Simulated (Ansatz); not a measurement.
## PbO2 under changes of volume

One of the cells (14.176 Å³/atom); the others are scaled copies at fixed shape and fractional positions:

```
Pb O
1.0
     4.99496    0.00000    0.00000
     0.00000    4.99496    0.00000
     0.00000    0.00000    3.40900
Pb O
2 4
Cartesian
  2.4975 2.4975 1.7045
  0.0000 0.0000 0.0000
  3.4594 3.4594 0.0000
  4.0331 0.9619 1.7045
  0.9619 4.0331 1.7045
  1.5356 1.5356 0.0000
```

The cell is a database's computed one.

* Program: Ansatz 0.2.0
* Functional: PBEsol
* Potentials or basis: all-electron LAPW, scalar-relativistic
* Cutoff: 370 eV (chosen from the basis error)
* Basis error allowed: 0.001 eV/atom
* k mesh: 6 × 6 × 8
* Occupations: fermi-dirac, width 0.05 eV
* Spin: no spin polarisation

| volume (Å³/atom) | energy over the lowest point (meV/atom) | pressure (GPa) | largest force (eV/Å) |
| --- | --- | --- | --- |
| 13.325 | 26.50 | 10.5 | 0.142 |
| 13.609 | 11.51 | 6.6 | 0.083 |
| 13.892 | 2.95 | 3.2 | 0.031 |
| 14.176 | 0.00 | 0.3 | 0.016 |
| 14.459 | ? | ? | ? |
| 14.743 | 8.42 | -4.7 | 0.100 |
| 15.026 | 18.70 | -6.8 | 0.137 |

What does the run at 14.459 Å³/atom give?

Energy over the lowest point 2.00 meV/atom; pressure -2.4 GPa; largest force 0.060 eV/Å.

Worked out: A Birch-Murnaghan fit of order 3 (a polynomial in V^(-2/3)) to the other rows has its minimum at 14.20 Å³/atom with B0 = V·E''(V) = 139 GPa and B' = 5.2 at fixed shape and positions, which overstates the stiffness. It gives 2.01 meV/atom at 14.459 Å³/atom, against the run's 2.00, and -dE/dV = -2.4 GPa, against -2.4.

Energies are extrapolated to zero smearing.
